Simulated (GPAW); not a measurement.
Crystal: NiO.

```
CELL_PARAMETERS angstrom
0.00000 2.08590 2.08590
2.08590 0.00000 2.08590
2.08590 2.08590 0.00000
ATOMIC_POSITIONS crystal
Ni 0.00000 0.00000 0.00000
O 0.50000 0.50000 0.50000
```

| Property | Result |
| --- | --- |
| Program | GPAW 26.7.0 |
| Task | relaxation of cell and atoms |
| Functional | PBEsol |
| Potentials or basis | PAW data sets generated in the run's folder for this functional |
| Cutoff | 800 eV |
| Basis | pw |
| k mesh | 9 × 9 × 9 |
| Occupations | fermi-dirac, width 0.05 eV |
| Spin | collinear spin, ferromagnetic start |
| Starting moments | [1.0, 0.0] μB |

At the start: pressure -4.5 GPa; volume 9.08 Å³/atom.

Where does the relaxation end?

Over 4 steps the energy falls by 3.5 meV/atom and the volume is 8.87 Å³/atom (-2.3 %); space group Fm-3m (No. 225, to 0.05 Å); moment 1.09 μB per cell.

The path:
```tsv
step	energy change (eV)	largest force (eV/Å)	pressure (GPa)	volume (Å³)
1	0.0000	0.0000	-4.49	18.15
2	-0.0028	0.0000	-3.65	18.05
3	-0.0067	0.0000	1.04	17.64
4	-0.0069	0.0000	-0.06	17.73
```

Final structure:
```
CELL_PARAMETERS angstrom
0.00000 2.06967 2.06967
2.06967 0.00000 2.06967
2.06967 2.06967 0.00000
ATOMIC_POSITIONS crystal
Ni 0.00000 0.00000 0.00000
O 0.50000 0.50000 0.50000
```

Caveat: each step starts from the last one's moments, so a moment once lost doesn't come back; the stock nickel data set gives pressures a few GPa off other programs; later steps reuse the first step's grids; a cell with one magnetic atom can't hold antiferromagnetic order, which such compounds often take.
